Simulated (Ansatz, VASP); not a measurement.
## HfN in VASP and in Ansatz

Contents of INCAR:

```
PREC = Accurate
ENCUT = 520
EDIFF = 1E-6
ISMEAR = 0
SIGMA = 0.1
LREAL = F
LASPH = T
NELM = 100
ALGO = Fast
ISIF = 2
LWAVE = F
LCHARG = T
GGA = PS
LELF = T
LVHAR = T
NBANDS = 23
```

Contents of KPOINTS:

```
regular mesh
0
Gamma
  15 15 8
```

The input POSCAR:

```
HfN
1.0
    3.2549395497      0.0000000000      0.0000000000
   -1.6274697749      2.8188603378      0.0000000000
    0.0000000000      0.0000000000      5.4634602577
Hf N
2 2
Direct
    0.6666666700      0.3333333300      0.7500000000
    0.3333333300      0.6666666700      0.2500000000
    0.0000000000      0.0000000000      0.0000000000
    0.0000000000      0.0000000000      0.5000000000
```

Input for Ansatz:

```yaml
crystal:
  lattice:
    - [3.2549395497, 0.0, 0.0]
    - [-1.6274697749, 2.8188603378, 0.0]
    - [0.0, 0.0, 5.4634602577]
  atoms:
    - { symbol: Hf, position: [0.66666667, 0.33333333, 0.75] }
    - { symbol: Hf, position: [0.33333333, 0.66666667, 0.25] }
    - { symbol: "N", position: [0.0, 0.0, 0.0] }
    - { symbol: "N", position: [0.0, 0.0, 0.5] }
basis:
  ecutwfc: 420
kpoints:
  mp_grid: { grid: [15, 15, 8] }
hamiltonian:
  xc: pbesol
scf:
  occupations: { method: gaussian, width: 0.1 }
output:
  forces: true
  stress: true
  eigenvalues: true
```

Alike in both runs: task single point; functional PBEsol; k mesh 15 × 15 × 8; occupations gaussian, width 0.1 eV; no spin polarisation.

```csv
,VASP,Ansatz
version,VASP 6.6.1,Ansatz 0.2.0
potentials or method,"VASP PAW PBE potentials, release 64 (Hf_pv, N)","scalar-relativistic, plane waves, PAW"
plane-wave cutoff (eV),520,420
valence electrons in the cell,30,62
```

Ansatz gave:

```
gap on the k mesh at the Fermi level (eV)       : none
pressure (GPa)                                  : -21.4
largest component of the traceless stress (GPa) : 6.92
```

Q: Which values does VASP return?

A: gap on the k mesh at the Fermi level (eV): none; pressure (GPa): -23.2; largest component of the traceless stress (GPa): 7.04.

A gap of «none» marks a metal or a gap that the smearing closes. The functional is the same, so the differences come from potentials, cutoffs and numerics. The two sets of potentials don't hold the same shells in valence.

Caveats: so large a pressure means that the cell lies far from this level's equilibrium, or that cutoff or potentials fall short (VASP); the potentials were made for another functional, which shifts forces and pressure (VASP). Spin-orbit coupling is left out, which matters for the levels of Hf.
